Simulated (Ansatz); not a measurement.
# Hf under compression and expansion

```cif
data_structure
_symmetry_space_group_name_H-M 'P 1'
_symmetry_Int_Tables_number 1
_cell_length_a 3.1264
_cell_length_b 3.1264
_cell_length_c 3.1264
_cell_angle_alpha 109.471
_cell_angle_beta 109.471
_cell_angle_gamma 109.471
_cell_volume 23.52
loop_
_atom_site_label
_atom_site_type_symbol
_atom_site_fract_x
_atom_site_fract_y
_atom_site_fract_z
_atom_site_occupancy
Hf1 Hf 0.00000 0.00000 0.00000 1
```

The runs use the primitive cell with vectors (-1.805, 1.805, 1.805), (1.805, -1.805, 1.805), (1.805, 1.805, -1.805) Å, to which the k mesh refers.

The geometry is COD entry 1522789, unchecked; take it as a test cell.

Spin–orbit coupling is left out, though it moves levels of the heavy atoms by tenths of an eV or more.

Levels of theory: DFT, PBE, all-electron LAPW, scalar-relativistic (Ansatz 0.2.0); DFT, PBE, PAW with Ansatz's default frozen-core files, scalar-relativistic (Ansatz 0.2.0).

For LAPW: a Γ-centred 16×16×16 k mesh, Fermi–Dirac smearing of 0.08 eV, basis error target 1 meV/atom, no spin polarisation. PAW takes a cutoff of 420 eV at this cell. The Ansatz runs share mesh, smearing and spin set-up. Plane-wave (PAW) pressures include the program's estimate of the Pulay term.

The cell above is scaled evenly, with fractional coordinates and shape held.

```
V/V(cell)  V (Å³/atom)  P, LAPW (GPa)  P, PAW (GPa)
   0.9500       22.347          -0.12         -0.14
   0.9750       22.935          -2.57         -2.59
   1.0000       23.523          -4.77         -4.78
   1.0250       24.111          -6.73         -6.74
   1.0500       24.699          -8.48         -8.49
```
